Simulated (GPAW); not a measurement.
The system is WS2 (Tungstenite).

```xyz
6
Lattice="3.1800 0.0000 0.0000 -1.5900 2.7540 0.0000 0.0000 0.0000 12.5000" Properties=species:S:1:pos:R:3 pbc="T T T"
W     1.5900    0.9180    9.3750
W     0.0000    1.8360    3.1250
S     1.5900    0.9180    4.6875
S     0.0000    1.8360   10.9375
S     1.5900    0.9180    1.5625
S     0.0000    1.8360    7.8125
```

- Program: GPAW 26.7.0
- Task: relaxation of cell and atoms
- Functional: PBE
- Dispersion: D3(BJ)
- Potentials or basis: GPAW PAW data sets (gpaw-data 1.2.1)
- Cutoff: 600 eV
- Basis: pw
- k mesh: 5 × 5 × 2
- Occupations: fermi-dirac, width 0.05 eV
- Spin: no spin polarisation

At the start: pressure -1.5 GPa; volume 18.24 Å³/atom.

Question: Where does the relaxation end?

Answer: Over 12 steps the energy falls by 5.6 meV/atom and the volume is 17.41 Å³/atom (-4.6 %); space group P6_3/mmc (No. 194, to 0.05 Å).

The path:
```tsv
step	energy change (eV)	largest force (eV/Å)	pressure (GPa)	volume (Å³)
1	0.0000	0.1527	-1.52	109.47
2	-0.0028	0.1234	-1.55	109.33
3	-0.0176	0.1011	-1.45	107.79
4	-0.0195	0.0850	-1.10	107.42
5	-0.0220	0.0138	-0.08	106.66
6	-0.0223	0.0409	0.08	106.57
7	-0.0238	0.1041	0.42	106.32
8	-0.0260	0.1558	0.70	105.88
9	-0.0297	0.1768	0.86	105.05
10	-0.0322	0.1154	0.59	104.45
11	-0.0333	0.0301	0.15	104.37
12	-0.0335	0.0009	0.00	104.44
```

Final structure:
```
W S
1.0
     3.15348    0.00000    0.00000
    -1.57674    2.73100    0.00000
     0.00000    0.00000   12.12737
W S
2 4
Cartesian
  1.5767 0.9103 9.0955
  0.0000 1.8207 3.0318
  1.5767 0.9103 4.6074
  0.0000 1.8207 10.6711
  1.5767 0.9103 1.4563
  0.0000 1.8207 7.5200
```

Caveat: the k mesh is coarse (spacing up to 0.46 Å⁻¹), so the values aren't converged; later steps reuse the first step's grids.
